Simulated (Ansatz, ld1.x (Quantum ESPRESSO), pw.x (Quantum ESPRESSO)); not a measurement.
# Equation-of-state test of one TM potential (Ta)

tantalum (Ta), norm-conserving Troullier–Martins (Kleinman–Bylander form), made with ld1.x (Quantum ESPRESSO) 7.5 (PBE, scalar-relativistic). Core [Xe] 4f14, reference 5d3 6s1.5 6p0 (charge +0.5). Waves: 6p (bound, empty): rc 3.90 bohr; 5d (bound): rc 2.50 bohr; 6s (bound): rc 2.75 bohr. Local part: the s channel. Core correction: Bessel-smoothed model core, default radius (core density twice the valence density).

Atomic tests: cutoffs needed: 25 Ry and 30 Ry (the cutoffs (Ry, on a coarse ladder) from which the occupation-weighted sum of valence levels, in a spherical-Bessel basis at the reference potential, stays within 10 and 1 mRy of its value at 400 Ry); ghost test: no extra level below or beside the all-electron valence levels (p, d, s, f tested) (spherical-Bessel basis up to 400 Ry, 20 bohr box); largest excitation error: -111 meV (all-electron minus pseudo) for 5d2 6s2 6p1, out of 7 test configurations.

Crystal test: diamond Ta in pw.x 7.5, no spin, 8³ k-points, Fermi–Dirac smearing 0.01 Ry, cutoffs 50/200 Ry. The reference is all-electron LAPW (Ansatz 0.2.0) with the same functional, mesh and smearing; V0 and B0 come from Birch–Murnaghan fits to the pressures at five volumes. Errors are pseudo minus all-electron; Δ is the rms difference of the E(V) curves that follow from these fits, minima aligned, over ±6 % about the mean V0. Mesh and smearing are coarse, so the numbers serve the comparison and aren't converged zero-temperature values; the lattice is a test structure that the element need not adopt.

```
V (Å³/atom)  P all-electron (GPa)  P pseudo (GPa)
     27.063                  3.83            5.74
     27.775                  1.81            3.60
     28.487                 -0.00            1.67
     29.199                 -1.63           -0.06
     29.911                 -3.08           -1.62
```

All-electron: a0 = 6.108 Å (V0 = 28.49 Å³/atom), B0 = 68.6 GPa.

Pseudopotential: mean pressure error (GPa): +1.68; a0 (Å): 6.157; a0 error (%): +0.80; B0 error (%): -1.4; Δ (meV/atom): 10.2. The largest radius (3.90 bohr) exceeds half the bond length (2.50 bohr), so the spheres overlap, which is one possible source of error among others. This is a poor potential for the solid.

**Question.** At the middle volume, how do free energy and pressure move when the wave cutoff is lowered (ecutrho kept at four times it)?

**Answer.**

```
cutoff (Ry)  shift of F (meV/atom)  shift of P (GPa)
         22                 +226.2             -7.45
         30                   +5.0             -0.22
         40                   +1.8             -0.02
```

Input at the middle volume:

```
&control
  calculation='scf', prefix='x', pseudo_dir='./', outdir='./tmp', tstress=.true., disk_io='none'
/
&system
  ibrav=0, nat=2, ntyp=1, ecutwfc=50, ecutrho=200, nbnd=12,
  occupations='smearing', smearing='fd', degauss=0.01
/
&electrons
  conv_thr=1e-09, mixing_beta=0.4, electron_maxstep=70
/
ATOMIC_SPECIES
Ta 1.0 Ta.UPF
CELL_PARAMETERS angstrom
  0.00000000 3.05409287 3.05409287
  3.05409287 0.00000000 3.05409287
  3.05409287 3.05409287 0.00000000
ATOMIC_POSITIONS crystal
Ta 0.0000 0.0000 0.0000
Ta 0.2500 0.2500 0.2500
K_POINTS automatic
8 8 8 0 0 0
```

```bash
pw.x < Ta.scf.in > Ta.scf.out
```

Lines of the output:

```
Message from routine setup:
     using ibrav=0 with symmetry is DISCOURAGED, use correct ibrav instead
     lattice parameter (alat)  =       8.1620  a.u.
     unit-cell volume          =     384.4796 (a.u.)^3
     number of electrons       =        10.00
     number of Kohn-Sham states=           12
     kinetic-energy cutoff     =      50.0000  Ry
     charge density cutoff     =     200.0000  Ry
     scf convergence threshold =      1.0E-09
     Exchange-correlation= PBE
     number of k points=    29  Fermi-Dirac smearing, width (Ry)=  0.0100
     iteration #  1     ecut=    50.00 Ry     beta= 0.40
     total energy              =     -62.88839043 Ry
     estimated scf accuracy    <       0.07884964 Ry
     iteration #  2     ecut=    50.00 Ry     beta= 0.40
     total energy              =     -62.89252286 Ry
     estimated scf accuracy    <       0.01102941 Ry
     iteration #  3     ecut=    50.00 Ry     beta= 0.40
     total energy              =     -62.89357089 Ry
     estimated scf accuracy    <       0.00177890 Ry
     iteration #  4     ecut=    50.00 Ry     beta= 0.40
     total energy              =     -62.89378581 Ry
     estimated scf accuracy    <       0.00001986 Ry
     iteration #  5     ecut=    50.00 Ry     beta= 0.40
     total energy              =     -62.89383130 Ry
     estimated scf accuracy    <       0.00000313 Ry
     iteration #  6     ecut=    50.00 Ry     beta= 0.40
     total energy              =     -62.89382173 Ry
     estimated scf accuracy    <       0.00003329 Ry
     iteration #  7     ecut=    50.00 Ry     beta= 0.40
     total energy              =     -62.89382759 Ry
     estimated scf accuracy    <       0.00000002 Ry
     iteration #  8     ecut=    50.00 Ry     beta= 0.40
     total energy              =     -62.89382765 Ry
     estimated scf accuracy    <       0.00000002 Ry
     iteration #  9     ecut=    50.00 Ry     beta= 0.40
     total energy              =     -62.89382764 Ry
     estimated scf accuracy    <       0.00000002 Ry
     iteration # 10     ecut=    50.00 Ry     beta= 0.40
     total energy              =     -62.89382764 Ry
     estimated scf accuracy    <          2.8E-09 Ry
     iteration # 11     ecut=    50.00 Ry     beta= 0.40
     the Fermi energy is     6.1237 ev
!    total energy              =     -62.89382764 Ry
     estimated scf accuracy    <          1.9E-10 Ry
     smearing contrib. (-TS)   =      -0.01806873 Ry
     The total energy is F=E-TS. E is the sum of the following terms:
     one-electron contribution =      10.12847895 Ry
     hartree contribution      =       1.56803777 Ry
     xc contribution           =     -51.23825397 Ry
     ewald contribution        =     -23.33402166 Ry
     convergence has been achieved in  11 iterations
          total   stress  (Ry/bohr**3)                   (kbar)     P=       16.72
     Message from routine punch:
     Nothing written, as per user request (disk_io='none')
```

The run at the middle volume (29 k-points, 11 iterations) took about 16 s on one core of a shared host (Neoverse-V1, 32 threads, 247 GiB, load 48).
